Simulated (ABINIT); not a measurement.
# Ni (Fm-3m) in ABINIT: equation of state

Aim: energy against volume of Ni in PBE, for its equilibrium volume and stiffness.

Program: ABINIT 10.8.3 (patched build). These are calculated values, not measurements. Logs are shortened: lines on timing, memory, paths and dates and some standing lists are left out, and cuts for length are marked. The log counts tension as positive stress, the text compression.

**1. The structure**

It takes space group Fm-3m (No. 225, cubic). The conventional cell has a = 3.475 Å, b = 3.475 Å, c = 3.475 Å, α = 90.00°, β = 90.00°, γ = 90.00°. Ni (site symmetry m-3m) has 12 Ni at 2.46 Å as nearest neighbours.

**2. Equation of state, PBE, collinear spin, ferromagnetic start**

The input, run.abi:

```
# Datasets: one volume each
ndtset 7
getwfk -1
scalecart1 3*0.9795861087
scalecart2 3*0.9864848297
scalecart3 3*0.9932883884
scalecart4 3*1.0000000000
scalecart5 3*1.0066227096
scalecart6 3*1.0131594038
scalecart7 3*1.0196128224

# Pseudopotentials
pp_dirpath "./"
pseudos "Ni.GGA_PBE-JTH.xml"

# Structure
acell 2.4572992075 2.4572992075 2.4572992075 Angstrom
rprim
     0.0000000000     0.7071067812     0.7071067812
     0.7071067812     0.0000000000     0.7071067812
     0.7071067812     0.7071067812     0.0000000000
ntypat 1
znucl 28
natom 1
typat 1
xred
     0.0000000000     0.0000000000     0.0000000000

# Plane-wave basis
ecut 41.0
pawecutdg 63.0

# k points
kptopt 1
ngkpt 13 13 13
nshiftk 1
shiftk 0.0 0.0 0.0

# Exchange and correlation
ixc 11

# Bands and occupations
nband 14
occopt 3
tsmear 0.05 eV

# Spin
nsppol 2
spinat
     0.0000000000     0.0000000000     1.0000000000

# SCF cycle
nstep 100
tolvrs 1.0e-9

# Output
iomode 3
prtwf 1
prtden 0
prteig 0
prtebands 0
enunit 2
```

Potentials or basis: JTH PAW PBE v2.0.

Run with:

```console
$ abinit run.abi > log 2>&1
```

run.abo:

```text
.Version 10.8.3 of ABINIT
 DATASET    1 : space group Fm -3 m (#225); Bravais cF (face-center cubic)
================================================================================
 Values of the parameters that define the memory need for DATASET  1.
     intxc =       0    ionmov =       0      iscf =      17    lmnmax =      18
     lnmax =       6     mgfft =      30  mpssoang =       3    mqgrid =    3001
     natom =       1  nloc_mem =       2    nspden =       2   nspinor =       1
    nsppol =       2      nsym =      48    n1xccc =       1    ntypat =       1
    occopt =       3   xclevel =       2
       mpw =         866          nfft =       27000          nkpt =          84
 PAW method is used; the additional fine FFT grid is defined by:
   mgfftf=        36    nfftf =     46656
================================================================================
================================================================================
[... 71 lines left out ...]
 DATASET    7 : space group Fm -3 m (#225); Bravais cF (face-center cubic)
================================================================================
 Values of the parameters that define the memory need for DATASET  7.
     intxc =       0    ionmov =       0      iscf =      17    lmnmax =      18
     lnmax =       6     mgfft =      30  mpssoang =       3    mqgrid =    3001
     natom =       1  nloc_mem =       2    nspden =       2   nspinor =       1
    nsppol =       2      nsym =      48    n1xccc =       1    ntypat =       1
    occopt =       3   xclevel =       2
       mpw =         954          nfft =       27000          nkpt =          84
 PAW method is used; the additional fine FFT grid is defined by:
   mgfftf=        36    nfftf =     46656
================================================================================
================================================================================

--------------------------------------------------------------------------------
------------- Echo of variables that govern the present computation ------------
--------------------------------------------------------------------------------
 -outvars: echo values of preprocessed input variables --------
            acell      4.6436225116E+00  4.6436225116E+00  4.6436225116E+00 Bohr
              amu      5.86900000E+01
             ecut      4.10000000E+01 Hartree
           enunit           2
           getwfk          -1
                       outvar_i_n : Printing only first  50 k-points.
              ixc          11
           jdtset        1    2    3    4    5    6    7
                       outvar_i_n : Printing only first  50 k-points.
         kptrlatt       13    0    0      0   13    0      0    0   13
          kptrlen1     5.91347654E+01
          kptrlen2     5.95512211E+01
          kptrlen3     5.99619322E+01
          kptrlen4     6.03670927E+01
          kptrlen5     6.07668864E+01
          kptrlen6     6.11614876E+01
          kptrlen7     6.15510617E+01
[... 196 lines left out ...]
                       outvars : Printing only first  50 k-points.
            znucl       28.00000

================================================================================

 chkinp: Checking input parameters for consistency, jdtset=   1.

 chkinp: Checking input parameters for consistency, jdtset=   2.
[... 49 lines left out ...]
 getcut : COMMENT -
  Note that boxcut > 2.2 ; recall that boxcut=Gcut(box)/Gcut(sphere) = 2
  is sufficient for exact treatment of convolution.
  Such a large boxcut is a waste : you could raise ecut
  e.g. ecut=   77.270853 Hartrees makes boxcut=2

--- Pseudopotential description ------------------------------------------------
- pspini: atom type   1  psp file is ./Ni.GGA_PBE-JTH.xml
 Pseudopotential format is: paw10
 basis_size (lnmax)=  6 (lmn_size= 18), orbitals=   0   0   1   1   2   2
 Spheres core radius: rc_sph= 1.81432190
 Shapefunction is SIN type: shapef(r)=[sin(pi*r/rshp)/(pi*r/rshp)]**2
 Radius for shape functions =  1.60094920
 Compensation charge density is not taken into account in XC energy/potential

   3.95860501E+02                                ecore*ucvol(ha*bohr**3)
--------------------------------------------------------------------------------

================================================================================

--- !BeginCycle
iteration_state: {dtset: 1, }
solver: {iscf: 17, nstep: 100, nline: 4, wfoptalg: 10, }
tolerances: {tolvrs: 1.00E-09, }
...
[... 1442 lines left out ...]
-Cartesian components of stress tensor (GPa)         [Pressure= -3.4609E+00 GPa]
- sigma(1 1)=  3.46088266E+00  sigma(3 2)=  0.00000000E+00
- sigma(2 2)=  3.46088266E+00  sigma(3 1)=  0.00000000E+00
- sigma(3 3)=  3.46088266E+00  sigma(2 1)=  0.00000000E+00

== END DATASET(S) ==============================================================
================================================================================

 -outvars: echo values of variables after computation  --------
            acell      4.6436225116E+00  4.6436225116E+00  4.6436225116E+00 Bohr
           etotal1    -1.7086527912E+02
           etotal2    -1.7086640618E+02
           etotal3    -1.7086723850E+02
           etotal4    -1.7086780734E+02
           etotal5    -1.7086814478E+02
           etotal6    -1.7086827313E+02
           etotal7    -1.7086821538E+02
            fcart1    -0.0000000000E+00 -0.0000000000E+00 -0.0000000000E+00
            fcart2    -0.0000000000E+00 -0.0000000000E+00 -0.0000000000E+00
            fcart3    -0.0000000000E+00 -0.0000000000E+00 -0.0000000000E+00
            fcart4    -0.0000000000E+00 -0.0000000000E+00 -0.0000000000E+00
            fcart5    -0.0000000000E+00 -0.0000000000E+00 -0.0000000000E+00
            fcart6    -0.0000000000E+00 -0.0000000000E+00 -0.0000000000E+00
            fcart7    -0.0000000000E+00 -0.0000000000E+00 -0.0000000000E+00
            rprim1     0.0000000000E+00  6.9267198023E-01  6.9267198023E-01
                       6.9267198023E-01  0.0000000000E+00  6.9267198023E-01
                       6.9267198023E-01  6.9267198023E-01  0.0000000000E+00
[... 17 lines left out ...]
                       7.2097514092E-01  7.2097514092E-01  0.0000000000E+00
           strten1    -8.9110517929E-04 -8.9110517929E-04 -8.9110517929E-04
                       0.0000000000E+00  0.0000000000E+00  0.0000000000E+00
           strten2    -6.7168517285E-04 -6.7168517285E-04 -6.7168517285E-04
                       0.0000000000E+00  0.0000000000E+00  0.0000000000E+00
           strten3    -4.7526333601E-04 -4.7526333601E-04 -4.7526333601E-04
                       0.0000000000E+00  0.0000000000E+00  0.0000000000E+00
           strten4    -3.0029626902E-04 -3.0029626902E-04 -3.0029626902E-04
                       0.0000000000E+00  0.0000000000E+00  0.0000000000E+00
           strten5    -1.4533850539E-04 -1.4533850539E-04 -1.4533850539E-04
                       0.0000000000E+00  0.0000000000E+00  0.0000000000E+00
           strten6    -6.7452285042E-06 -6.7452285042E-06 -6.7452285042E-06
                       0.0000000000E+00  0.0000000000E+00  0.0000000000E+00
           strten7     1.1763301058E-04  1.1763301058E-04  1.1763301058E-04
                       0.0000000000E+00  0.0000000000E+00  0.0000000000E+00
 Calculation completed.
```

It took 6.9 min on 1 thread of Arm Neoverse V2, shared host; peak memory 0.19 GiB.

Results:

| Quantity | Value |
| --- | --- |
| Equilibrium volume | 10.95 Å³/atom |
| Bulk modulus | 197 GPa |
| Pressure derivative of the bulk modulus | 5.0 |

Energy against volume, from the lowest point:
| volume (Å³/atom) | energy (meV/atom) |
| --- | --- |
| 9.862 | 81.47 |
| 10.072 | 50.80 |
| 10.282 | 28.15 |
| 10.492 | 12.67 |
| 10.702 | 3.49 |
| 10.912 | 0.00 |
| 11.122 | 1.57 |

Caveat: pressures at fixed basis lie under the slope of the energies.
